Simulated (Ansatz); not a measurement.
# Si: strong compression

How does Si (beta tin type) answer strong compression? Methods of the runs shown: PAW.

Method: DFT PBE, with the methods named in each step, in Ansatz 0.2.0.

**1. The system as given**

It takes space group I4_1/amd (No. 141, tetragonal). Conventional cell: a = 4.930 Å, b = 4.930 Å, c = 2.712 Å, α = 90.00°, β = 90.00°, γ = 90.00°. Si (site symmetry -4m2) is surrounded by 6 Si at 2.56 to 2.71 Å.

Coordinates:

```cif
data_structure
_symmetry_space_group_name_H-M 'P 1'
_symmetry_Int_Tables_number 1
_cell_length_a 3.7407
_cell_length_b 3.7407
_cell_length_c 3.7407
_cell_angle_alpha 97.549
_cell_angle_beta 97.549
_cell_angle_gamma 137.497
_cell_volume 32.96
loop_
_atom_site_label
_atom_site_type_symbol
_atom_site_fract_x
_atom_site_fract_y
_atom_site_fract_z
_atom_site_occupancy
Si1 Si 0.62500 0.87500 0.75000 1
Si2 Si 0.37500 0.12500 0.25000 1
```

Whether this phase is the stable one at these pressures isn't tested.

Atoms are numbered in the order of the input: Si1, Si2.

**2. Cell relaxed at zero pressure, PAW**

The input, input.yaml:

```yaml
crystal:
  lattice:
    - [-2.4652152221, 2.4652152221, 1.3558683722]
    - [2.4652152221, -2.4652152221, 1.3558683722]
    - [2.4652152221, 2.4652152221, -1.3558683722]
  atoms:
    - { symbol: Si, position: [-0.375, -0.125, -0.25] }
    - { symbol: Si, position: [0.375, 0.125, 0.25] }
kpoints:
  mp_grid: { grid: [18, 18, 18] }
scf:
  occupations: { method: fermi_dirac, width: 0.1 }
hamiltonian:
  xc: pbe
  pseudopotentials: { kind: paw }
output:
  forces: true
  stress: true
relax:
  f_tol: 0.005
  max_steps: 40
  cell: {}
```

On the command line:

```
$ ansatz run input.yaml --threads 1 --pin off --max-ram 2048MiB --backend cpu --events-out ev --progress --plain --runs-dir out
```

The runs that follow: Volume scaled by 1, PAW; Shape and atoms relaxed at 0.88 of the volume, PAW; Volume scaled by 0.88, PAW; Shape and atoms relaxed at 0.78 of the volume, PAW; Volume scaled by 0.78, PAW; Shape and atoms relaxed at 0.68 of the volume, PAW; Volume scaled by 0.68, PAW; Volume scaled by 0.68, PAW (cutoff 300 eV); Shape and atoms relaxed at 0.58 of the volume, PAW; Volume scaled by 0.58, PAW; Shape and atoms relaxed at 0.5 of the volume, PAW; Volume scaled by 0.5, PAW; Volume scaled by 0.5, PAW (partial_waves polarizable); Shape and atoms relaxed at 0.43 of the volume, PAW; Volume scaled by 0.43, PAW; Volume scaled by 0.43, PAW (level accurate).

Before running it: what results should come out? Wanted: PAW pressure at 0.43 of the volume; PAW; fitted bulk modulus at zero pressure.

The runs gave:

```
                                           quantity      value
                 PAW pressure at 0.43 of the volume  493.1 GPa
PAW (level accurate) pressure at 0.43 of the volume  492.2 GPa
         fitted bulk modulus at zero pressure (PAW)    117 GPa
                            its pressure derivative       3.86
```

What this shows: By PAW the pressure climbs to 493 GPa at 0.43 of the first volume. A third-order Birch-Murnaghan curve fits the range only roughly (B₀ = 117 GPa, B′ = 3.86, misfit at most 1.83 GPa). A fit over so wide a range leans to the high pressures, so B₀ can be off by several per cent. No all-electron run checks these rows here, and frozen cores can fail under such compression. The ions are at rest, and the electrons smeared by 0.1 eV.
